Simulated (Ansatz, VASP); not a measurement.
**Two plane-wave programs on TaN**

Contents of INCAR:

```
SYSTEM = TaN
ALGO = Normal
EDIFF = 1E-7
ENCUT = 520
GGA = PS
ISIF = 2
ISMEAR = 0
LASPH = .TRUE.
LCHARG = .TRUE.
LELF = .TRUE.
LREAL = .FALSE.
LVHAR = .TRUE.
LWAVE = .FALSE.
NBANDS = 15
NELM = 100
PREC = Accurate
SIGMA = 0.15
```

Contents of KPOINTS:

```
k-points
0
G
  24 24 20
  0 0 0
```

POSCAR

```
TaN
1.0
    2.9239890448      0.0000000000      0.0000000000
   -1.4619945224      2.5322487931      0.0000000000
    0.0000000000      0.0000000000      2.7558985369
Ta N
1 1
Direct
    0.3333333333      0.6666666667      0.5000000000
    0.0000000000      0.0000000000      0.0000000000
```

Input for Ansatz:

```yaml
crystal:
  lattice:
    - [2.9239890448, 0.0, 0.0]
    - [-1.4619945224, 2.5322487931, 0.0]
    - [0.0, 0.0, 2.7558985369]
  atoms:
    - { symbol: Ta, position: [0.3333333333, 0.6666666667, 0.5] }
    - { symbol: "N", position: [0.0, 0.0, 0.0] }
basis:
  ecutwfc: 420
kpoints:
  mp_grid: { grid: [24, 24, 20] }
hamiltonian:
  xc: pbesol
scf:
  occupations: { method: gaussian, width: 0.15 }
output:
  forces: true
  stress: true
  eigenvalues: true
```

Change from the starting cell: strain +0.000 along x and y, -0.040 along z, atoms carried along.

Alike in both runs: task single point; functional PBEsol; k mesh 24 × 24 × 20; occupations gaussian, width 0.15 eV; no spin polarisation.

|  | VASP | Ansatz |
| --- | --- | --- |
| version | VASP 6.6.1 | Ansatz 0.2.0 |
| potentials or method | VASP PAW PBE potentials, release 64 (Ta_pv, N) | scalar-relativistic, plane waves, PAW |
| plane-wave cutoff (eV) | 520 | 420 |
| valence electrons in the cell | 16 | 18 |

Ansatz gave:

| Property | Result |
| --- | --- |
| gap on the k mesh at the Fermi level (eV) | none |
| pressure (GPa) | 17.9 |
| largest component of the traceless stress (GPa) | 21.01 |

Question: Estimate VASP's values.

Answer: gap on the k mesh at the Fermi level (eV): none; pressure (GPa): 19.0; largest component of the traceless stress (GPa): 21.20.

A gap of «none» marks a metal or a gap that the smearing closes. With one functional, cell and mesh, what is left measures potentials, basis and numerics. The two sets of potentials don't hold the same shells in valence.

Caveats: so large a pressure means that the cell lies far from this level's equilibrium, or that cutoff or potentials fall short (VASP); the potentials were made for another functional, which shifts forces and pressure (VASP). Spin-orbit coupling is left out, which matters for the levels of Ta.
